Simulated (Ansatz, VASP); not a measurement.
**BaTiO3: VASP beside Ansatz**

Contents of INCAR:

```
SYSTEM = BaTiO3
PREC     = Accurate       ! precision mode
ENCUT    = 520            ! plane-wave cutoff, eV
EDIFF    = 1E-6           ! SCF threshold, eV
ISMEAR   = -1             ! smearing method
SIGMA    = 0.02           ! smearing width, eV
LREAL    = .False.        ! projectors in reciprocal space
LASPH    = .True.         ! aspherical terms in the spheres
NELM     = 100            ! most SCF steps
ALGO     = Normal         ! electronic algorithm
ISIF     = 2              ! what is computed and relaxed
LWAVE    = .False.        ! write WAVECAR
LCHARG   = .True.         ! write CHGCAR
GGA      = PE             ! functional
LELF     = .True.         ! ELF
LVHAR    = .True.       
NBANDS   = 28             ! bands
```

The input KPOINTS:

```
regular mesh
0
Gamma
  6 6 6
  0 0 0
```

Contents of POSCAR:

```
BaTiO3
1.0
    3.7612401604      0.0000000000      0.0000000000
    0.0000000000      3.7612401604      0.0000000000
    0.0000000000      0.0000000000      3.9940959546
Ba Ti O
1 1 3
Direct
    0.5000000000      0.5000000000      0.5000000000
    0.0000000000      0.0000000000      0.0000000000
    0.5000000000      0.0000000000      0.0000000000
    0.0000000000      0.5000000000      0.0000000000
    0.0000000000      0.0000000000      0.5000000000
```

Input for Ansatz:

```yaml
crystal:
  lattice:
    - [3.7612401604, 0.0, 0.0]
    - [0.0, 3.7612401604, 0.0]
    - [0.0, 0.0, 3.9940959546]
  atoms:
    - { symbol: Ba, position: [0.5, 0.5, 0.5] }
    - { symbol: Ti, position: [0.0, 0.0, 0.0] }
    - { symbol: O, position: [0.5, 0.0, 0.0] }
    - { symbol: O, position: [0.0, 0.5, 0.0] }
    - { symbol: O, position: [0.0, 0.0, 0.5] }
kpoints:
  mp_grid: { grid: [6, 6, 6] }
  band_path:
    path: [[0.0, 0.0, 0.0], [0.0, 0.5, 0.0], [0.5, 0.5, 0.0], [0.5, 0.5, 0.5]]
    npoints: 1
hamiltonian:
  xc: pbe
scf:
  occupations: { method: fermi_dirac, width: 0.02 }
  n_extra_bands: 5
output:
  forces: true
  stress: true
  eigenvalues: true
```

Change from the starting cell: biaxial_xy strain -5.8%.

Alike in both runs: task single point; functional PBE; k mesh 6 × 6 × 6; occupations fermi-dirac, width 0.02 eV; no spin polarisation.

|  | VASP | Ansatz |
| --- | --- | --- |
| version | VASP 6.6.1 | Ansatz 0.2.0 |
| potentials or method | VASP PAW PBE potentials, release 64 (Ba_sv, Ti_sv, O) | plane waves, PAW |
| plane-wave cutoff (eV) | 520 | 420 |
| valence electrons in the cell | 40 | 40 |

```csv
,VASP,Ansatz,Ansatz less VASP
gap on the k mesh at the Fermi level (eV),1.83,1.91,+0.080
pressure (GPa),35.0,32.1,-2.89
largest component of the traceless stress (GPa),13.13,12.72,-0.414
```

Caveats: so large a pressure means that the cell lies far from this level's equilibrium, or that cutoff or potentials fall short (VASP); spin-orbit coupling is left out, which moves the levels of the heavy elements. A k mesh can miss the band edges.
